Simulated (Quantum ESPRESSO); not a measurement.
**Na in Quantum ESPRESSO: the effect of target pressure**

Na:

```
CELL_PARAMETERS angstrom
-2.14100 2.14100 2.14100
2.14100 -2.14100 2.14100
2.14100 2.14100 -2.14100
ATOMIC_POSITIONS crystal
Na 0.00000 0.00000 0.00000
```

Alike in all runs:

- Program: Quantum ESPRESSO 7.5
- Task: phonons
- Functional: PBE
- Potentials or basis: GBRV 1.5 PBE
- Cutoff: 612 eV
- Density cutoff: 4898 eV
- k mesh: 9 × 9 × 9
- Occupations: cold, width 0.2 eV
- Spin: no spin polarisation

Each run relaxes the cell or the atoms first.

| target pressure | relaxed volume (Å³/atom) | highest phonon frequency (cm⁻¹) |
| --- | --- | --- |
| 0 GPa | 36.80 | 139 |
| 2 GPa | ? | ? |
| 5 GPa | 26.29 | 185 |
| 10 GPa | 22.33 | 209 |
| 15 GPa | 20.00 | 226 |

Task: What does the run with target pressure 2 GPa give?

Result: Relaxed volume 30.78 Å³/atom; highest phonon frequency 163 cm⁻¹.

Worked out: In Murnaghan's law V^(-B') rises as a straight line in P. The other rows fit best with B' = 3.0, V0 = 36.82 Å³/atom and B0 = 9 GPa, which gives 30.86 Å³/atom at 2 GPa, against the run's 30.78. A parabola through the other rows of the highest phonon frequency, of slope 8.89 cm⁻¹ per GPa there, gives 159 cm⁻¹, against the run's 163.

Caveats: the q point doesn't lie on the k mesh, which can shift a metal's frequencies strongly unless the mesh is converged; the volume moved by over 15 % at a fixed basis, so the end points are rough (some runs); the mesh is thin for the phonons of a metal (some runs); the cell is more than 3 GPa from zero pressure, which shifts response properties (some runs).
